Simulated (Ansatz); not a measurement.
**AgGaS2: the band gap up the ladder of functionals**

One table from this session's results is given with a row withheld; the runs are named, their logs left out.

Code: Ansatz 0.2.0. PAW datasets, plane waves. Values at 0 K without nuclear motion; spin polarisation is off, and the phase may be a hypothetical one.

### The system as given

The cell was relaxed beforehand with r2SCAN.

It is tetragonal, I-42d (No. 122); a = 5.756 Å, c = 10.393 Å in the conventional setting, 21.52 Å³ an atom. Around Ag lie 4 S at 2.56 Å; around S lie 2 Ga at 2.29 Å and 2 Ag at 2.56 Å; around Ga lie 4 S at 2.29 Å.

Structure file:

```
CELL_PARAMETERS angstrom
-2.87784 2.87784 5.19660
2.87784 -2.87784 5.19660
2.87784 2.87784 -5.19660
ATOMIC_POSITIONS crystal
Ag 0.00000 0.00000 0.00000
S 0.37500 0.41431 0.53931
Ag 0.75000 0.25000 0.50000
S 0.16431 0.62500 0.03931
Ga 0.50000 0.50000 0.00000
S 0.87500 0.83569 0.46069
Ga 0.25000 0.75000 0.50000
S 0.58569 0.12500 0.96069
```

Set-up of the first run:

input.yaml

```yaml
crystal:
  lattice:
    - [-2.8778390809, 2.8778390809, 5.1965996389]
    - [2.8778390809, -2.8778390809, 5.1965996389]
    - [2.8778390809, 2.8778390809, -5.1965996389]
  atoms:
    - { symbol: Ag, position: [0.0, 0.0, 0.0] }
    - { symbol: S, position: [0.375, 0.4143106975, 0.5393106975] }
    - { symbol: Ag, position: [0.75, 0.25, 0.5] }
    - { symbol: S, position: [0.1643106975, 0.625, 0.0393106975] }
    - { symbol: Ga, position: [0.5, 0.5, 0.0] }
    - { symbol: S, position: [0.875, 0.8356893025, 0.4606893025] }
    - { symbol: Ga, position: [0.25, 0.75, 0.5] }
    - { symbol: S, position: [0.5856893025, 0.125, -0.0393106975] }
kpoints:
  mp_grid: { grid: [6, 6, 6] }
  band_path:
    path:
      - [[0.0, 0.0, 0.0], [-9.095631302461e-18, 9.095631302461e-18, 0.5], [0.25, 0.25, 0.25], [6.129102638782e-17, 0.5, -6.129102638782e-17], [0.0, 0.0, 0.0], [0.5, 0.5, -0.5], [0.3266715958937, 0.6733284041063, -0.3266715958937]]
      - [[-0.3266715958937, 0.3266715958937, 0.3266715958937], [0.0, 0.0, 0.0]]
      - [[-9.095631302461e-18, 9.095631302461e-18, 0.5], [-0.1533431917874, 0.1533431917874, 0.5]]
      - [[0.5, 0.5, -0.1533431917874], [0.5, 0.5, -0.5]]
    npoints: 10
hamiltonian:
  xc: pbe
scf:
  occupations: { method: fermi_dirac, width: 0.02 }
  n_extra_bands: 6
output:
  forces: true
  stress: true
  eigenvalues: true
  write_density: true
  write_potential: true
  elf: true
  volumetric_format: npy
```

The run is started by

```bash
$ ansatz run input.yaml --threads 4 --pin off --max-ram 7372MiB --backend cpu --events-out ev --progress --plain --runs-dir out
```

Steps of the session up to this table: Band structure with PBE; r2SCAN; HSE06; PBE+SOC; PBE0; LDA at the same geometry; Single point with DDH-PBE0; Hartree-Fock.

One of the session's tables, all rows but one given; the rest of the session is left out.

| level | gap (eV) |
| --- | --- |
| PBE | 1.09 |
| r2SCAN | 1.57 |
| HSE06 | 2.25 |
| PBE+SOC | 1.08 |
| PBE0 | 2.91 |
| LDA | ? |
| DDH-PBE0 | 2.10 |
| Hartree-Fock | 9.08 |

Q: Estimate the row for LDA from the others.

The run gave: gap (eV): 0.87. In the column «gap (eV)» it is the lowest.

Meshes: PBE 6×6×6, r2SCAN 6×6×6, HSE06 4×4×4, PBE+SOC 6×6×6, PBE0 4×4×4, LDA 6×6×6, DDH-PBE0 4×4×4, Hartree-Fock 4×4×4

In words: LDA gives the least gap, 0.87 eV, and Hartree-Fock the largest, 9.08 eV. PBE reaches 48 % of the HSE06 value, and r2SCAN 70 %. PBE0 lies 0.66 eV above HSE06, which differs from it by screening the long-range exchange.

To keep in mind: Warnings in the runs' records: stress scf threshold loose, stress exchange threshold loose.
